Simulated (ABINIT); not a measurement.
Here is an ABINIT 10.8.3 (patched build) calculation.

File run.abi:

```
# Datasets: ground state, then fixed potential
ndtset 2

# Pseudopotentials
pp_dirpath "./"
pseudos "Sb.GGA_PBE-JTH.xml"

# Structure
acell 3.122402 4.347518 4.4060238564 Angstrom
rprim
     1.0000000000     0.0000000000     0.0000000000
     0.0000000000     1.0000000000     0.0000000000
    -0.0088322263     0.0000000000     0.9999609951
ntypat 1
znucl 51
natom 2
typat 1 1
xred
     0.0113890000     0.2500000000     0.2411660000
     0.9886110000     0.7500000000     0.7588340000
chkprim 0
chksymtnons 0
tolsym 1.0e-6

# Plane-wave basis
ecut 16.0
pawecutdg 32.0
pawxcdev 0

# Exchange and correlation
ixc -116133

# Bands and occupations
occopt 3
tsmear 0.05 eV

# SCF cycle
nstep 100

# Output
iomode 3
prtwf 0
prteig 0
prtebands 0
enunit 1
prtden1 1

# Dataset 1
kptopt1 1
ngkpt1 9 6 6
nshiftk1 1
shiftk1 0.0 0.0 0.0
nband1 19
tolvrs1 1.0e-9

# Dataset 2: bands along G-Y-H-C-E-M1-A-X-H1
iscf2 -2
getden2 1
nband2 25
nbdbuf2 4
tolwfr2 1.0e-11
kptopt2 -8
ndivsm2 6
prteig2 1
prtvol2 -3
kptbounds2
     0.0000000000     0.0000000000     0.0000000000
     0.0000000000     0.0000000000     0.5000000000
    -0.4969092110     0.0000000000     0.5061930597
    -0.5000000000     0.0000000000     0.5000000000
    -0.5000000000     0.5000000000     0.5000000000
    -0.5030907890     0.5000000000     0.4938069403
    -0.5000000000     0.5000000000     0.0000000000
    -0.5000000000     0.0000000000     0.0000000000
    -0.5030907890     0.0000000000     0.4938069403
```

Potentials or basis: JTH PAW PBE v2.0.

Command:

```bash
$ abinit run.abi > log 2>&1
```

Task: Estimate the largest force.

Result: 0.044 eV/Å.

Task: What does it give for the band gap on the k mesh?

Result: None (metal or under the smearing width).

Task: Estimate the pressure.

Result: -2.3 GPa.

Levels at the corners of the path, in eV from the Fermi level:
```
point  band 13  band 14  band 15  band 16  band 17  band 18  band 19  band 20
    Γ    -3.69    -3.56     1.97     2.96     3.19     3.32     6.69     7.10
    Y    -1.64    -1.12    -1.01    -0.86     4.43     4.81     7.79     8.01
    H    -4.21    -3.89     0.26     0.84     1.37     1.51     5.40     5.72
    C    -4.21    -3.90     0.26     0.84     1.39     1.49     5.40     5.71
    E    -3.70    -3.70    -3.59    -3.59     2.01     2.01     7.22     7.22
   M1    -3.70    -3.70    -3.59    -3.59     2.01     2.01     7.22     7.22
    A    -4.02    -4.02     0.40     0.40     1.37     1.37     5.44     5.44
    X    -4.69    -1.84    -1.70    -1.63     4.45     4.75     4.75     5.23
   H1    -4.21    -3.89     0.26     0.84     1.37     1.51     5.40     5.72
```

Caveat: the PAW data sets were made with another functional, which shifts forces and pressure a little; spin-orbit coupling is left out, which moves the levels of the heavy elements.
